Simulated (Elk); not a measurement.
The cell is the one relaxed in the Materials Project (mp-1186429), not relaxed further here; entries there can be hypothetical.

A run on Pm: DFT, PBE+U, all-electron APW+lo, Dirac cores, scalar-relativistic bands with second-variational spin-orbit coupling (Elk 11.2.3 with local patches). The input:

```
tasks
  0
  110
  115
  15

xctype
  20

rgkmax
  8.0

gmaxvr
  16.0

lmaxapw
  10

lmaxo
  7

lmaxi
  3

nrmtscf
  2.0

nempty
  10

epspot
  1e-06

epsengy
  1e-05

maxscl
  120

hmaxvr
  6.0

lradstp
  4

swidth
  0.003

reducebf
  0.5

spinpol
  .true.

cmagz
  .true.

tforce
  .true.

spinorb
  .true.

sppath
  './'

avec
  0.00000000000 4.88338264906 4.88338264906
  4.88338264906 0.00000000000 4.88338264906
  4.88338264906 4.88338264906 0.00000000000

atoms
  1
  'Pm.in'
  1
  0.000000000000 0.000000000000 0.000000000000   0.000 0.000 -0.500

ngridk
  10 10 10

dft+u
  1 1
  1 3 0.146997 0.022050
```

Sphere radii set in the species files: Pm 2.80 bohr.

Total energy and RMS change of the potential by loop (first and last loops):

```csv
loop,E (Ha),RMS ΔV (Ha)
1,-10025.125246,–
2,-10027.293477,3.40e+00
3,-10059.866022,3.36e+00
4,-10001.359217,3.34e+00
5,-10020.895954,1.95e+00
113,-10027.342798,4.50e-01
114,-10030.097686,4.47e-01
115,-10030.163106,3.26e-01
116,-10030.250398,2.02e-01
117,-10027.033318,5.00e-03
118,-10024.575828,1.67e-01
119,-10028.369854,1.85e-01
120,-10028.417021,–
```

Messages:

```
Warning(rhonorm): total charge density incorrect for s.c. loop 1
 Calculated :    60.80525925
 Required   :    61.00000000
```

Can this result be used?

No. The loop stopped after 120 iterations without meeting its targets.
